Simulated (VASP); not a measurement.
# LiBr in VASP 6.6.1, single-point calculation

INCAR

```
LREAL = .FALSE.
LWAVE = .FALSE.
NELM = 120
LCHARG = .FALSE.
PREC = Accurate
LASPH = .TRUE.
ISMEAR = 0
AMIX = 0.4
SIGMA = 0.01
EDIFF = 1E-7
NBANDS = 12
IMIX = 1
IBRION = -1
ENCUT = 520
GGA = 91
ISIF = 2
ALGO = Normal
NSW = 0
```

KPOINTS

```
KPOINTS created by Atomic Simulation Environment
0
Gamma
8 8 8
0 0 0
```

POSCAR

```
Li Br
 1.0000000000000000
     0.0000000000000000    2.7258672215000002    2.7258672215000002
     2.7258672215000002    0.0000000000000000    2.7258672215000002
     2.7258672215000002    2.7258672215000002    0.0000000000000000
 Li  Br
   1   1
Cartesian
  0.0000000000000000  0.0000000000000000  0.0000000000000000
  2.7258672215000002  2.7258672215000002  2.7258672215000002
```

The recommended PBE PAW datasets give the neutral cell 10 valence electrons.

Command

```
mpirun -np 1 vasp_std
```

OSZICAR

```
N       E                     dE             d eps       ncg     rms          rms(c)
DAV:   1     0.393565716440E+02    0.39357E+02   -0.37992E+03   696   0.754E+02
DAV:   2    -0.425189626590E+01   -0.43608E+02   -0.42112E+02   828   0.132E+02
DAV:   3    -0.666183302227E+01   -0.24099E+01   -0.24038E+01   912   0.326E+01
DAV:   4    -0.672706637137E+01   -0.65233E-01   -0.65214E-01   944   0.501E+00
DAV:   5    -0.672792972368E+01   -0.86335E-03   -0.86334E-03   924   0.502E-01    0.193E+00
DAV:   6    -0.669480187154E+01    0.33128E-01   -0.60295E-02   852   0.112E+00    0.119E+00
DAV:   7    -0.669364723813E+01    0.11546E-02   -0.12039E-02   976   0.592E-01    0.793E-01
DAV:   8    -0.669521740642E+01   -0.15702E-02   -0.19440E-03   952   0.272E-01    0.502E-01
DAV:   9    -0.669628205582E+01   -0.10646E-02   -0.55418E-04   932   0.161E-01    0.307E-01
DAV:  10    -0.669685614309E+01   -0.57409E-03   -0.22681E-04   928   0.106E-01    0.185E-01
DAV:  11    -0.669714472074E+01   -0.28858E-03   -0.87635E-05   924   0.682E-02    0.111E-01
DAV:  12    -0.669728602147E+01   -0.14130E-03   -0.41450E-05   888   0.468E-02    0.669E-02
DAV:  13    -0.669735423572E+01   -0.68214E-04   -0.18625E-05   904   0.308E-02    0.403E-02
DAV:  14    -0.669738687217E+01   -0.32636E-04   -0.86160E-06   872   0.208E-02    0.244E-02
DAV:  15    -0.669740240320E+01   -0.15531E-04   -0.39518E-06   892   0.138E-02    0.149E-02
DAV:  16    -0.669740976253E+01   -0.73593E-05   -0.18006E-06   860   0.929E-03    0.916E-03
DAV:  17    -0.669741324012E+01   -0.34776E-05   -0.83279E-07   872   0.624E-03    0.570E-03
DAV:  18    -0.669741487813E+01   -0.16380E-05   -0.38317E-07   860   0.417E-03    0.358E-03
DAV:  19    -0.669741564661E+01   -0.76848E-06   -0.17653E-07   872   0.281E-03    0.228E-03
DAV:  20    -0.669741600509E+01   -0.35849E-06   -0.81171E-08   816   0.188E-03    0.146E-03
DAV:  21    -0.669741617081E+01   -0.16572E-06   -0.37407E-08   744   0.127E-03    0.951E-04
DAV:  22    -0.669741624618E+01   -0.75369E-07   -0.16642E-08   408   0.852E-04
   1 F= -.66974162E+01 E0= -.66974162E+01  d E =-.283893E-62
```

From OUTCAR

```
k-points           NKPTS =     29   k-points in BZ     NKDIM =     29   number of bands    NBANDS=     12

   NELECT =      10.0000    total number of electrons

   dimension x,y,z NGX =    30 NGY =   30 NGZ =   30
   dimension x,y,z NGXF=    60 NGYF=   60 NGZF=   60

  energy-cutoff  :      520.00
  volume of cell :       40.51
      direct lattice vectors                 reciprocal lattice vectors
     0.000000000  2.725867222  2.725867222    -0.183427863  0.183427863  0.183427863
     2.725867222  0.000000000  2.725867222     0.183427863 -0.183427863  0.183427863
     2.725867222  2.725867222  0.000000000     0.183427863  0.183427863 -0.183427863

 k-points in reciprocal lattice and weights: KPOINTS created by Atomic Simulation Env
   0.00000000  0.00000000  0.00000000       0.002
   0.12500000  0.00000000  0.00000000       0.016
   0.25000000  0.00000000  0.00000000       0.016
   0.37500000  0.00000000  0.00000000       0.016
   0.50000000  0.00000000  0.00000000       0.008
   0.12500000  0.12500000  0.00000000       0.012
   0.25000000  0.12500000  0.00000000       0.047
   0.37500000  0.12500000  0.00000000       0.047
   ...

 E-fermi :   0.5719

 k-point     1 :       0.0000    0.0000    0.0000
  band No.  band energies     occupation
      1     -44.0079      2.00000
      2     -13.0478      2.00000
      3       0.4563      2.00000
      4       0.4563      2.00000
      5       0.4563      2.00000
      6       5.5360      0.00000
      7      10.9632      0.00000
      8      10.9632      0.00000
      9      10.9632      0.00000
     10      12.8745      0.00000
     11      12.8745      0.00000
     12      12.8745      0.00000

 k-point     2 :       0.1250    0.0000    0.0000
  band No.  band energies     occupation
      1     -44.0078      2.00000
      2     -12.9801      2.00000
      3      -0.1499      2.00000
      4       0.4116      2.00000
      5       0.4116      2.00000
      6       6.0642      0.00000
      7      10.2450      0.00000
      8      10.8215      0.00000
      9      10.8216      0.00000
     10      11.9338      0.00000
     11      11.9338      0.00000
     12      13.2307      0.00000

 k-point     3 :       0.2500    0.0000    0.0000
  band No.  band energies     occupation
      1     -44.0074      2.00000
      2     -12.8082      2.00000
      3      -1.2824      2.00000
      4       0.3101      2.00000
      5       0.3101      2.00000
      6       6.5139      0.00000
      7       9.6969      0.00000
      8       9.6969      0.00000
      9      10.3097      0.00000
     10      12.8602      0.00000
     11      12.8602      0.00000
     12      13.6052      0.00000

 k-point     4 :       0.3750    0.0000    0.0000
  band No.  band energies     occupation
      1     -44.0070      2.00000
      2     -12.6225      2.00000
      3      -2.1951      2.00000
      4       0.2168      2.00000
      5       0.2168      2.00000
      6       6.2655      0.00000
      7       8.8700      0.00000
      8       8.8700      0.00000
      9      11.6779      0.00000
     10      14.0746      0.00000
     11      14.6504      0.00000
     12      14.6505      0.00000

 ...

  Total        0.2090227      0.2090227      0.2090227      0.0000000      0.0000000     -0.0000000
  in kB        8.2672295      8.2672295      8.2672295      0.0000000      0.0000000     -0.0000000
  external PRESSURE =       8.2672295 kB  Pullay stress =       0.0000000 kB

 POSITION                                       TOTAL-FORCE (eV/Angst)
 -----------------------------------------------------------------------------------
      0.00000      0.00000      0.00000         0.000000      0.000000      0.000000
      2.72587      2.72587      2.72587         0.000000     -0.000000      0.000000
 -----------------------------------------------------------------------------------
    total drift:                               -0.000000     -0.000000      0.000000

  FREE ENERGIE OF THE ION-ELECTRON SYSTEM (eV)
  ---------------------------------------------------
  free  energy   TOTEN  =        -6.6974162462 eV

  energy  without entropy=       -6.6974162462  energy(sigma->0) =       -6.69741625
```

It converged. Results: gap between bands v and c on the k mesh 5.08 eV; least direct gap on the k mesh 5.08 eV; pressure 0.8 GPa. Band v is the last that the valence electrons fill when counted band by band, and c is the next.

For comparison, a separate r²SCAN run of the intended cell, on usual settings and not on those above, gives a gap of 6.01 eV on its mesh and a pressure of 0.1 GPa.

The run above took about 23 s on one core of a shared host (Intel Xeon Platinum 8488C) and held 0.16 GiB at most.
